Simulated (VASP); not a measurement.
Here is a VASP 6.6.1 calculation.

Contents of POSCAR:

```
BeTe                                    
1.0
    0.0000000000      2.8061350131      2.8061350131
    2.8061350131      0.0000000000      2.8061350131
    2.8061350131      2.8061350131      0.0000000000
  Be              Te            
     1     1
Direct
     0.0000000000000000    0.0000000000000000    0.0000000000000000
     0.2500000000000000    0.2500000000000000    0.2500000000000000
```

Contents of INCAR.step1:

```
SYSTEM = BeTe
PREC     = Accurate       ! precision mode
ENCUT    = 520            ! plane-wave cutoff, eV
EDIFF    = 1E-8           ! SCF threshold, eV
ISMEAR   = 0              ! smearing method
SIGMA    = 0.03           ! smearing width, eV
LREAL    = .FALSE.        ! projectors in reciprocal space
LASPH    = .TRUE.         ! aspherical terms in the spheres
NELM     = 80             ! most SCF steps
ALGO     = Normal         ! electronic algorithm
ISIF     = 2              ! what is computed and relaxed
LWAVE    = .FALSE.        ! write WAVECAR
LCHARG   = .FALSE.        ! write CHGCAR
KPAR     = 4            
GGA      = PE             ! functional
LEPSILON = .TRUE.         ! dielectric tensor by DFPT
```

KPOINTS.step1

```
Automatic mesh
0
G
  8 8 8
  0 0 0
```

Contents of INCAR.step2:

```
SYSTEM = BeTe
PREC     = Accurate       ! precision mode
ENCUT    = 520            ! plane-wave cutoff, eV
EDIFF    = 1E-5           ! SCF threshold, eV
ISMEAR   = 0              ! smearing method
SIGMA    = 0.03           ! smearing width, eV
LREAL    = .FALSE.        ! projectors in reciprocal space
LASPH    = .TRUE.         ! aspherical terms in the spheres
NELM     = 80             ! most SCF steps
ALGO     = Normal         ! electronic algorithm
ISIF     = 2              ! what is computed and relaxed
LWAVE    = .TRUE.         ! write WAVECAR
LCHARG   = .FALSE.        ! write CHGCAR
KPAR     = 4            
GGA      = PE             ! functional
```

Contents of KPOINTS.step2:

```
regular mesh
0
G
  6 6 6
  0 0 0
```

INCAR.step3

```
SYSTEM = BeTe
PREC     = Accurate       ! precision mode
ENCUT    = 520            ! plane-wave cutoff, eV
EDIFF    = 1E-7           ! SCF threshold, eV
ISMEAR   = 0              ! smearing method
SIGMA    = 0.03           ! smearing width, eV
LREAL    = .FALSE.        ! projectors in reciprocal space
LASPH    = .TRUE.         ! aspherical terms in the spheres
NELM     = 80             ! most SCF steps
ALGO     = Normal         ! electronic algorithm
ISIF     = 2              ! what is computed and relaxed
LWAVE    = .FALSE.        ! write WAVECAR
LCHARG   = .FALSE.        ! write CHGCAR
GGA      = PE             ! functional
LHFCALC  = .TRUE.         ! exact exchange
AEXX     = 0.1316         ! exact-exchange fraction
PRECFOCK = Fast         
HFRCUT   = -1           
KPAR     = 4            
ISTART   = 1
```

The input KPOINTS.step3:

```
regular mesh
0
G
  6 6 6
  0 0 0
```

Contents of KPOINTS_OPT:

```
explicit points
6
Reciprocal
 0.0000000000  0.0000000000  0.0000000000 1
 0.3750000000  0.3750000000  0.7500000000 1
 0.5000000000  0.5000000000  0.5000000000 1
 0.6250000000  0.2500000000  0.6250000000 1
 0.5000000000  0.2500000000  0.7500000000 1
 0.5000000000  0.0000000000  0.5000000000 1
```

Potentials or basis: VASP PAW PBE potentials, release 64 (Be, Te).

Command:

```console
$ cat potpaw_PBE.64/Be/POTCAR potpaw_PBE.64/Te/POTCAR > POTCAR
$ cp INCAR.step1 INCAR
$ cp KPOINTS.step1 KPOINTS
$ mpirun -np 4 vasp_std > vasp.out
$ cp INCAR.step2 INCAR
$ cp KPOINTS.step2 KPOINTS
$ mpirun -np 4 vasp_std > vasp.out
$ cp INCAR.step3 INCAR
$ cp KPOINTS.step3 KPOINTS
$ mpirun -np 4 vasp_std > vasp.out
```

Q: Predict the band gap along the path.

A: 2.63 eV, indirect (least direct gap 4.40 eV).

Q: What does it give for the band gap on the k mesh?

A: 2.63 eV, indirect (least direct gap 4.40 eV).

Caveat: spin-orbit coupling is left out, which moves the levels of the heavy elements.
